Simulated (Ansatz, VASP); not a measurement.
Ta: VASP beside Ansatz

```
Ta
1.0
    -1.67034    1.67034    1.67034
     1.67034   -1.67034    1.67034
     1.67034    1.67034   -1.67034
Ta
1
Direct
  0.00000 0.00000 0.00000
```

Alike in both runs: functional RPBE; k mesh 13 × 13 × 13; occupations fermi-dirac, width 0.1 eV; no spin polarisation.

Ansatz relaxed the structure, and its values are those at the end. VASP's run is a single point on that final structure, the one shown.

|  | VASP | Ansatz |
| --- | --- | --- |
| version | VASP 6.6.1 | Ansatz 0.2.0 |
| potentials or method | VASP PAW PBE potentials, release 64 (Ta_pv) | plane waves (420 eV) with PAW, scalar-relativistic |
| plane-wave cutoff (eV) | 520 | 420 |
| valence electrons in the cell | 11 | 13 |

Ansatz gave:

| Property | Result |
| --- | --- |
| pressure (GPa) | 0.0 |

Problem. Which values does VASP return?

Solution. Pressure (GPa): 0.1.

The two sets of potentials don't hold the same shells in valence.

Caveats: the PAW data sets were made with another functional, which shifts forces and pressure a little (VASP). The runs have no spin-orbit coupling, so splittings on Ta are missing.
